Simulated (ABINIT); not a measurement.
As:

```
As
1.0
     2.71004   -0.01738   -0.01186
    -0.01738    2.72970    0.03326
    -0.01186    0.03326    2.67219
As
1
Direct
  0.48435 0.50553 0.49638
```

The cell isn't the ideal one: cell strained at random at fixed volume.

Base run:

| Quantity | Value |
| --- | --- |
| Program | ABINIT 10.8.3 (patched build) |
| Functional | PBE |
| Potentials or basis | JTH PAW PBE v2.0 |
| Cutoff | 408 eV |
| k mesh | 10 × 10 × 10 |
| Occupations | fermi-dirac, width 0.05 eV |
| Spin | no spin polarisation |

Its results: band gap on the k mesh none (metal or under the smearing width); pressure 2.3 GPa.

The run is repeated on the same cell with these changes: functional from PBE to PBEsol; potentials or basis from JTH PAW PBE v2.0 to PseudoDojo NC SR PBEsol v0.4.1 standard; cutoff from 408 eV to 1143 eV. What comes out?

Band gap on the k mesh none (metal or under the smearing width); pressure -1.5 GPa.
